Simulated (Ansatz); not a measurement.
Runs of Ansatz 0.2.0 on Ta. The structure is cubic, space group Im-3m (No. 229). Conventional cell: a = 3.303 Å, b = 3.303 Å, c = 3.303 Å, α = 90.00°, β = 90.00°, γ = 90.00°. Around Ta (site symmetry m-3m) lie 8 Ta at 2.86 Å. 

```tsv
task	level	potentials or basis	spin	cell	k mesh	cutoff (eV)	smearing	driver	delta	supercell	other keys	mesh quality	gap on the mesh (eV)	pressure (GPa)
single point	PBEsol	Ansatz PAW	off	cell strained at random at fixed volume	9 × 9 × 9	420	fermi-dirac 0.05 eV	calculator	-	-	-	not flagged	-	-3.7
single point	LDA	Ansatz PAW earlier set	off	volume scaled by 1.04	11 × 11 × 11	520	gaussian 0.1 eV	-	-	-	-	not flagged	none	-16.1
ladder of functionals	PBEsol+D4	Ansatz PAW polarizable	off	cell strained at random at fixed volume	9 × 9 × 9	400	methfessel-paxton 0.05 eV	chain	-	-	hamiltonian.xc = pbesol; basis.ecutwfc = 400 eV	not flagged	none	-5.1
single point	PBE	Ansatz PAW	SOC, no magnetisation	as given	11 × 11 × 11	420	cold 0.1 eV	calculator	-	-	-	not flagged	-	(a)
density of states	SVWN5	PseudoDojo standard	collinear, program default start	volume scaled by 0.96	11 × 11 × 11	789	fermi-dirac 0.05 eV	chain	-	-	-	not flagged	none	-2.7
single point	LDA	Ansatz PAW earlier set	off	volume scaled by 1.04	11 × 11 × 11	520	gaussian 0.1 eV	calculator	-	-	-	not flagged	-	-16.1
```

Estimate the missing entries.

(a) 2.2.

Caveats: the thresholds are loose for stress (some runs); the potentials were made for another functional, which shifts forces and pressure (some runs); the PAW data sets come from PBE, with cores solved anew for the run's functional, which leaves a small shift of forces and pressure (some runs); pairwise dispersion overbinds metals, which lowers pressure and volume (some runs); the cutoff lies under the one recommended for these potentials (some runs).

A k mesh can miss the band edges, and rows without SOC leave out spin-orbit coupling on Ta.

A gap of «none» marks a metal or a gap under the smearing width.

The runs don't all hold the same shells in valence.
